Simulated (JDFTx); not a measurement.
Runs of JDFTx 1.7.0 (patched build) on BN. The structure is cubic, space group F-43m (No. 216). Conventional cell: a = 3.626 Å, b = 3.626 Å, c = 3.626 Å, α = 90.00°, β = 90.00°, γ = 90.00°. N (site symmetry -43m) has 4 B at 1.57 Å as nearest neighbours. B (site symmetry -43m) has 4 N at 1.57 Å as nearest neighbours. The cell is a database's computed one.

```csv
task,level,potentials or basis,cell,k mesh,cutoff (eV),smearing,band ratio of the Davidson solver,density cutoff over wavefunction cutoff,max SCF steps,SCF threshold on the energy,solver of the electrons,mesh quality,gap on the mesh (eV),pressure (GPa)
single point,BLYP,PseudoDojo-SR-PBE-0.5-standard,as given,13 × 13 × 13,1143,fermi-dirac 0.05 eV,-,8,100,1e-09 Ha,scf,not flagged,4.95,10.1
single point,r2SCAN,SG15-PBE-1.2,as given,13 × 13 × 13,1088,fermi-dirac 0.05 eV,-,8,100,1e-09 Ha,scf,not flagged,(b),-5.6
single point,HSE06,PseudoDojo-SR-PBE-0.5-standard,as given,5 × 5 × 5,980,fermi-dirac 0.05 eV,-,8,100,1e-07 Ha,scf,coarse,6.33,-8.3
single point,PBE,PseudoDojo-SR-PBE-0.5-standard,as given,13 × 13 × 13,1143,fermi-dirac 0.05 eV,-,4,100,1e-08 Ha,scf,not flagged,4.60,-0.8
single point,PBEsol,PseudoDojo-SR-PBEsol-0.4.1-standard,as given,13 × 13 × 13,1143,fermi-dirac 0.05 eV,-,8,100,1e-09 Ha,scf,not flagged,4.41,(c)
single point,LDA,PseudoDojo-SR-LDA-0.4.1-standard,as given,13 × 13 × 13,1143,fermi-dirac 0.05 eV,-,8,100,1e-09 Ha,scf,not flagged,4.48,-13.9
relaxation of cell and atoms,PBE+D3,PseudoDojo-SR-PBE-0.5-standard,relaxed,13 × 13 × 13,1143,fermi-dirac 0.05 eV,-,8,100,1e-09 Ha,scf,not flagged,4.61,0.0
single point,PBE,PseudoDojo-SR-PBE-0.5-standard,as given,5 × 5 × 5,1143,fermi-dirac 0.05 eV,-,8,100,1e-09 Ha,scf,coarse,(a),-0.7
```

Alike in all rows: no spin polarisation.

**Question.** Estimate the missing entries.

**Answer.** (a) 4.99; (b) 5.04; (c) -5.8.

Caveats: some runs use coarse meshes; an odd mesh through Γ misses points on the zone boundary, where band edges often lie; the potentials were made for another functional, which shifts forces and pressure (some runs); the empty levels aren't tightly converged (some runs); the cutoff is short for these files and lowers the pressure by up to 1 GPa (some runs); this program's HSE differs a little from the usual definition (some runs).

Not every run made on this cell is shown here.
